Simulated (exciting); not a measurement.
# Er under changes of volume

One of the cells (30.953 Å³/atom); the others are scaled copies at fixed shape and fractional positions:

```
CELL_PARAMETERS angstrom
-1.97794 1.97794 1.97794
1.97794 -1.97794 1.97794
1.97794 1.97794 -1.97794
ATOMIC_POSITIONS crystal
Er 0.00000 0.00000 0.00000
```

This isn't the form of Er at room conditions, which is hcp.

```yaml
Program: exciting (release sodium)
Functional: PBEsol
Potentials_or_basis: all-electron LAPW+lo, shipped species files, valence relativity iora*
rgkmax: 9.5
k_mesh: 9 × 9 × 9
Occupations: fermi-dirac, width 0.05 eV
Spin: collinear spin, ferromagnetic start
```

| volume (Å³/atom) | energy over the lowest point (meV/atom) | moment (μB per cell) |
| --- | --- | --- |
| 29.096 | 11.94 | 2.26 |
| 29.715 | 4.04 | 2.26 |
| 30.334 | ? | ? |
| 30.953 | 0.00 | 2.26 |
| 31.572 | 1.12 | 2.25 |
| 32.191 | 3.91 | 2.25 |
| 32.810 | 8.46 | 2.24 |

**Question.** What does the run at 30.334 Å³/atom give?

**Answer.** Energy over the lowest point 1.64 meV/atom; moment 2.26 μB per cell.

Worked out: A Birch-Murnaghan fit of order 3 (a polynomial in V^(-2/3)) to the other rows has its minimum at 30.84 Å³/atom with B0 = V·E''(V) = 30 GPa (rough, since the energies scatter). It gives 0.51 meV/atom at 30.334 Å³/atom, against the run's 1.64. A straight line through the other rows of the moment, of slope -0.00502 μB per Å³/atom, gives 2.26 μB, against the run's 2.26.

Energies are extrapolated to zero smearing.

Caveats: the magnetic or orbital state may not be the lowest; the free energy is that total less TS from the occupations.
